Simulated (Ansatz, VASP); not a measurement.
**MnS (Browneite): VASP beside Ansatz**

```
CELL_PARAMETERS angstrom
0.00000 2.80000 2.80000
2.80000 0.00000 2.80000
2.80000 2.80000 0.00000
ATOMIC_POSITIONS crystal
Mn 0.00000 0.00000 0.00000
S 0.25000 0.25000 0.25000
```

Alike in both runs: task single point; functional PBEsol; dispersion D4; k mesh 8 × 8 × 8; collinear spin.

```csv
,VASP,Ansatz
version,VASP 6.6.1,Ansatz 0.2.0
potentials or method,"VASP PAW PBE potentials, release 64 (Mn_pv, S)","plane waves, PAW"
plane-wave cutoff (eV),520,420
occupations,"fermi-dirac, width 0.1 eV",fermi-dirac
valence electrons in the cell,19,21
```

Ansatz gave:

- gap on the k mesh at the Fermi level (eV): none
- net moment per atom (μB): 2.42
- size of the moment on the site where the two differ most (μB): 4.10
- dispersion energy (meV/atom): -190.4

Question: What did VASP give for the same quantities?

Answer: gap on the k mesh at the Fermi level (eV): none; net moment per atom (μB): 2.42; size of the moment on the site where the two differ most (μB): 4.28; dispersion energy (meV/atom): -190.3.

Site moments also hang on the region over which each program counts them. A gap of «none» marks a metal or a gap that the smearing closes. The two sets of potentials don't hold the same shells in valence. Ansatz warned: «given_moment_on_shells».

Caveats: a cell with one magnetic atom can't hold antiferromagnetic order, which such compounds often take; semilocal functionals often make such compounds metallic where correlation or magnetic order opens a gap, which also shifts bond lengths. With open d or f shells a metallic result of PBEsol can be an artefact of self-interaction; +U or a hybrid may open a gap.
